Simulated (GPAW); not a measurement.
# Au (Pm-3m) in GPAW: convergence with plane-wave cutoff (eV)

Aim: find how far plane-wave cutoff (eV) must go before the results for Au settle, at RPBE. This setting moves, with any that are tied to it; all else stays.

All numbers are computed with GPAW 26.7.0; they aren't measurements. Logs are shortened: lines on timing, memory, paths and dates and some standing lists are left out, and cuts for length are marked. The log counts tension as positive stress, the text compression.

**1. Starting point**

It takes space group Pm-3m (No. 221, cubic). The conventional cell has a = 2.748 Å, b = 2.748 Å, c = 2.748 Å, α = 90.00°, β = 90.00°, γ = 90.00°. Around Au (site symmetry m-3m) lie 6 Au at 2.75 Å.

The cell was built by a generator and needn't be a form met in nature.

**2. With plane-wave cutoff (eV) 200**

run.py

```python
from ase import Atoms
from ase.dft.bandgap import bandgap
from ase.io import write
from ase.units import GPa
from gpaw import GPAW, PW

atoms = Atoms(['Au'],
              cell=[[2.74841, 0.0, 0.0],
                    [0.0, 2.74841, 0.0],
                    [0.0, 0.0, 2.74841]],
              scaled_positions=[[0.5, 0.5, 0.5]],
              pbc=True)

calc = GPAW(mode=PW(200),
            xc='RPBE',
            kpts={'size': (10, 10, 10), 'gamma': True},
            occupations={'name': 'fermi-dirac', 'width': 0.05},
            nbands=14,
            convergence={'density': 1e-05, 'energy': 1e-05},
            maxiter=100,
            txt='gpaw.txt')
atoms.calc = calc
energy = atoms.get_potential_energy()
forces = atoms.get_forces()
stress = atoms.get_stress()
calc.write('gs.gpw')
write('result.traj', atoms)
print(f'Energy: {energy:.6f} eV')
print('Forces (eV/A):')
print(forces.round(4))
print('Stress (GPa):', (stress / GPa).round(3))
print('Fermi level:', round(calc.get_fermi_level(), 4), 'eV')
print(f'Gap: {bandgap(calc)[0]:.4f} eV, direct: {bandgap(calc, direct=True)[0]:.4f} eV')
```

Potentials or basis: the program's PAW data sets (release 1.2.1) made for this functional, pw.

The run is started by

```sh
$ OMP_NUM_THREADS=1 python run.py
```

Run time: 2.9 s. Hardware: 1 thread of Intel Xeon 6975P-C (Granite Rapids), shared host; peak memory 0.12 GiB.

What came out:

* Free energy: -1.9906 eV
* Pressure: 3.9 GPa
* Band gap on the k mesh: none (metal or under the smearing width)

**3. With plane-wave cutoff (eV) 250**

run.py, as its differences from that of step 2:

```diff
@@ -13,3 +13,3 @@
 
-calc = GPAW(mode=PW(200),
+calc = GPAW(mode=PW(250),
             xc='RPBE',
```

Potentials or basis: the program's PAW data sets (release 1.2.1) made for this functional, pw.

The run is started by

```sh
$ OMP_NUM_THREADS=1 python run.py
```

It took 3.3 s on 1 thread of Intel Xeon 6975P-C (Granite Rapids), shared host; peak memory 0.12 GiB.

Results:

```
Free energy            : -2.1582 eV
Pressure               : -0.7 GPa
Band gap on the k mesh : none (metal or under the smearing width)
```

**4. With plane-wave cutoff (eV) 300**

run.py, as its differences from that of step 3:

```diff
@@ -13,3 +13,3 @@
 
-calc = GPAW(mode=PW(250),
+calc = GPAW(mode=PW(300),
             xc='RPBE',
```

The run is started by

```sh
$ OMP_NUM_THREADS=1 python run.py
```

Wall time 3.4 s (1 thread of Intel Xeon 6975P-C (Granite Rapids), shared host); peak memory 0.12 GiB.

What came out:

- Free energy: -2.3215 eV
- Pressure: 2.4 GPa
- Band gap on the k mesh: none (metal or under the smearing width)

**5. With plane-wave cutoff (eV) 350**

run.py, as its differences from that of step 4:

```diff
@@ -13,3 +13,3 @@
 
-calc = GPAW(mode=PW(300),
+calc = GPAW(mode=PW(350),
             xc='RPBE',
```

The run is started by

```sh
$ OMP_NUM_THREADS=1 python run.py
```

Wall time 3.5 s (1 thread of Intel Xeon 6975P-C (Granite Rapids), shared host); peak memory 0.12 GiB.

What came out:

```yaml
Free_energy: -2.3563 eV
Pressure: 5.0 GPa
Band_gap_on_the_k_mesh: none (metal or under the smearing width)
```

**6. With plane-wave cutoff (eV) 400**

run.py, as its differences from that of step 5:

```diff
@@ -13,3 +13,3 @@
 
-calc = GPAW(mode=PW(350),
+calc = GPAW(mode=PW(400),
             xc='RPBE',
```

Potentials or basis: the program's PAW data sets (release 1.2.1) made for this functional, pw.

The run is started by

```sh
$ OMP_NUM_THREADS=1 python run.py
```

It took 3.8 s on 1 thread of Intel Xeon 6975P-C (Granite Rapids), shared host; peak memory 0.13 GiB.

Results:

```
Free energy            : -2.3596 eV
Pressure               : 4.8 GPa
Band gap on the k mesh : none (metal or under the smearing width)
```

**7. With plane-wave cutoff (eV) 500**

run.py, as its differences from that of step 6:

```diff
@@ -13,3 +13,3 @@
 
-calc = GPAW(mode=PW(400),
+calc = GPAW(mode=PW(500),
             xc='RPBE',
```

The run is started by

```sh
$ OMP_NUM_THREADS=1 python run.py
```

Wall time 4.3 s (1 thread of Intel Xeon 6975P-C (Granite Rapids), shared host); peak memory 0.13 GiB.

It converged, with:

```yaml
Free_energy: -2.3878 eV
Pressure: 4.7 GPa
Band_gap_on_the_k_mesh: none (metal or under the smearing width)
```

**8. With plane-wave cutoff (eV) 600**

run.py, as its differences from that of step 7:

```diff
@@ -13,3 +13,3 @@
 
-calc = GPAW(mode=PW(500),
+calc = GPAW(mode=PW(600),
             xc='RPBE',
```

The run is started by

```sh
$ OMP_NUM_THREADS=1 python run.py
```

Wall time 4.8 s (1 thread of Intel Xeon 6975P-C (Granite Rapids), shared host); peak memory 0.13 GiB.

Results (log left out):

```
Free energy            : -2.3927 eV
Pressure               : 5.1 GPa
Band gap on the k mesh : none (metal or under the smearing width)
```

**9. With plane-wave cutoff (eV) 800**

run.py, as its differences from that of step 8:

```diff
@@ -13,3 +13,3 @@
 
-calc = GPAW(mode=PW(600),
+calc = GPAW(mode=PW(800),
             xc='RPBE',
```

Potentials or basis: the program's PAW data sets (release 1.2.1) made for this functional, pw.

The run is started by

```sh
$ OMP_NUM_THREADS=1 python run.py
```

It took 7.3 s on 1 thread of Intel Xeon 6975P-C (Granite Rapids), shared host; peak memory 0.15 GiB.

Results (log left out):

```
Free energy            : -2.4089 eV
Pressure               : 4.8 GPa
Band gap on the k mesh : none (metal or under the smearing width)
```

**10. With plane-wave cutoff (eV) 1000**

run.py, as its differences from that of step 9:

```diff
@@ -13,3 +13,3 @@
 
-calc = GPAW(mode=PW(800),
+calc = GPAW(mode=PW(1000),
             xc='RPBE',
```

Potentials or basis: the program's PAW data sets (release 1.2.1) made for this functional, pw.

The run is started by

```sh
$ OMP_NUM_THREADS=1 python run.py
```

gpaw.txt:

```text
__  _  _
 | _ |_)|_||  |
 |__||  | ||/\| - 26.7.0

Input parameters:
  mode=PW(ecut=1000.0),
  convergence={'density': 1e-05, 'energy': 1e-05},
  kpts=MonkhorstPack(size=(10, 10, 10), gamma=True),
  maxiter=100,
  nbands=14,
  occupations=Occupations(name='fermi-dirac', width=0.05),
  xc=XC(name='RPBE')

Diagonalizing LCAO Hamiltonian
Converting LCAO to pw mode
   .------.
  /|      |
 * |      |
 | .--Au--.
 |/      /
 *------*

Atoms  # Å, Bohr magnetons
|   | symbol |        x |        y |        z |    initial magnetic moments |
|---|--------|----------|----------|----------|-----------------------------|
| 0 |     Au | 1.374205 | 1.374205 | 1.374205 | ( 0.0000,  0.0000,  0.0000) |

Unit cell  # Å
| periodic |        x |        y |        z |  lengths |    angles |
|----------|----------|----------|----------|----------|-----------|
|      yes | 2.748410 | 0.000000 | 0.000000 | 2.748410 | 90.000000 |
|      yes | 0.000000 | 2.748410 | 0.000000 | 2.748410 | 90.000000 |
|      yes | 0.000000 | 0.000000 | 2.748410 | 2.748410 | 90.000000 |

Number of symmetries: 48
Symmetry operations  # r_c * U_cc + t_c -> r_c
|    | kind |            matrix            |
|----|------|------------------------------|
|  0 |  E   |  1, 0, 0,  0, 1, 0,  0, 0, 1 |
|  1 |  σ   |  1, 0, 0,  0, 1, 0,  0, 0,-1 |
|  2 |  σ   |  1, 0, 0,  0, 0, 1,  0, 1, 0 |
|  3 |  C4  |  1, 0, 0,  0, 0, 1,  0,-1, 0 |
|  4 |  C4  |  1, 0, 0,  0, 0,-1,  0, 1, 0 |
|  5 |  σ   |  1, 0, 0,  0, 0,-1,  0,-1, 0 |
|  6 |  σ   |  1, 0, 0,  0,-1, 0,  0, 0, 1 |
|  7 |  C2  |  1, 0, 0,  0,-1, 0,  0, 0,-1 |
|  8 |  σ   |  0, 1, 0,  1, 0, 0,  0, 0, 1 |
|  9 |  C2  |  0, 1, 0,  1, 0, 0,  0, 0,-1 |
| 10 |  C3  |  0, 1, 0,  0, 0, 1,  1, 0, 0 |
| 11 |  S6  |  0, 1, 0,  0, 0, 1, -1, 0, 0 |
| 12 |  S6  |  0, 1, 0,  0, 0,-1,  1, 0, 0 |
| 13 |  C3  |  0, 1, 0,  0, 0,-1, -1, 0, 0 |
| 14 |  C4  |  0, 1, 0, -1, 0, 0,  0, 0, 1 |
| 15 |  S4  |  0, 1, 0, -1, 0, 0,  0, 0,-1 |
| 16 |  C3  |  0, 0, 1,  1, 0, 0,  0, 1, 0 |
| 17 |  S6  |  0, 0, 1,  1, 0, 0,  0,-1, 0 |
| 18 |  σ   |  0, 0, 1,  0, 1, 0,  1, 0, 0 |
| 19 |  C4  |  0, 0, 1,  0, 1, 0, -1, 0, 0 |
| 20 |  C2  |  0, 0, 1,  0,-1, 0,  1, 0, 0 |
[... 116 lines left out ...]
  History deletion threshold: 6.0
  Fourier metric: weight=20.0, sigma=0.015

occupation numbers:
  Fermi-Dirac:
    width: 0.0500  # eV

poisson solver:
  ecut: 8000.0  # eV

xc functional:
  name: RPBE with 2 nearest neighbor stencil

convergence criteria:
- Maximum integral of absolute [dens]ity change: 1e-05 electrons / valence electron
- Maximum [total energy] change in last 3 cyles: 1e-05 eV / valence electron
- Maximum integral of absolute [eigenst]ate change: 4e-08 eV^2 / valence electron
maximum number of iterations: 100

SCF iterations
|iter     | |      energy | eigst |  dens |
|---------|-|-------------|-------|-------|
|iter:   1| |   -2.678584 | -0.35 |       |
|iter:   2| |   -2.616205 | -2.53 | -1.09 |
|iter:   3| |   -2.413982 | -1.98 | -1.15 |
|iter:   4| |   -2.412388 | -3.98 | -2.22 |
|iter:   5| |   -2.412020 | -3.95 | -2.41 |
|iter:   6| |   -2.412013 | -6.39 | -3.66 |
|iter:   7| |   -2.412011c| -7.32 | -3.93 |
|iter:   8| |   -2.412011c| -7.85c| -4.75 |
|iter:   9| |   -2.412011c| -8.83c| -5.63c|

Converged in 9 steps
Energy contributions relative to reference atoms: (reference = -516612.958020)

Energy contributions:
  Kinetic:          -9.181592
  Coulomb:           7.139445
  Zero:              0.184678
  External:          0.000000
  Xc:               -0.552834
  Entropy:          -0.003416
  Spinorbit:         0.000000
  ----------------------------
  Free energy:      -2.413719
  Extrapolated:     -2.412011

dipole moment: (-0.000008, -0.000008, -0.000008)  # |e|*Ang

Fermi level: 6.828
Eigenvalues  # (at kpt = [0.000, 0.000, 0.000])
| band index |      eig [eV] | occ [0-2] |
|------------|---------------|-----------|
|          0 |        -0.894 |     2.000 |
|          1 |         1.204 |     2.000 |
|          2 |         1.204 |     2.000 |
|          3 |         5.312 |     2.000 |
|          4 |         5.312 |     2.000 |
|          5 |         5.312 |     2.000 |
|          6 |        20.958 |     0.000 |
|          7 |        20.958 |     0.000 |
|          8 |        20.958 |     0.000 |
|          9 |        25.536 |     0.000 |
|         10 |        27.810 |     0.000 |
|         11 |        27.810 |     0.000 |
|         12 |        35.478 |     0.000 |
|         13 |        35.478 |     0.000 |

No gap
No difference between direct/indirect transitions

Forces  # eV/Ang
|        x |       y |        z |
|----------|---------|----------|
| -0.00000 | 0.00000 | -0.00000 |  # Au   0

Stress tensor  # eV/Ang^3
|         x |         y |         z |
|-----------|-----------|-----------|
| -0.031739 |  0.000000 |  0.000000 |
|  0.000000 | -0.031739 |  0.000000 |
|  0.000000 |  0.000000 | -0.031739 |

# Writing to gs.gpw (mode='')
```

stdout:

```text
Energy: -2.412011 eV
Forces (eV/A):
[[-0.  0. -0.]]
Stress (GPa): [-5.085 -5.085 -5.085  0.     0.     0.   ]
Fermi level: 6.8276 eV
Gap: 0.0000 eV, direct: 0.0000 eV
```

Wall time 10 s (1 thread of Intel Xeon 6975P-C (Granite Rapids), shared host); peak memory 0.16 GiB.

What came out:

- Free energy: -2.4137 eV
- Pressure: 5.1 GPa
- Band gap on the k mesh: none (metal or under the smearing width)

**11. Summary**

```tsv
plane-wave cutoff (eV)	energy less the tightest run, at zero smearing (meV/atom)	pressure (GPa)	SCF cycles	CPU time (s)	peak memory (GiB)
200	423.18	3.85	9	2.9	0.12
250	255.55	-0.72	9	3.2	0.12
300	92.22	2.40	9	3.4	0.12
350	57.38	4.98	9	3.5	0.12
400	54.10	4.76	9	3.8	0.13
500	25.90	4.67	9	4.3	0.13
600	21.00	5.07	9	4.8	0.13
800	4.80	4.82	9	7.3	0.15
1000	0.00	5.09	9	10	0.16
```

Not settled before the last step: the energy (to 1 meV/atom), the pressure (to 0.1 GPa). The tightest run that finished is the yardstick and may itself not be fully converged.

Caveats: with this Au data set, volumes or pressures lay over 1.5 % or 2 GPa off other programs in two to four cells of ten.
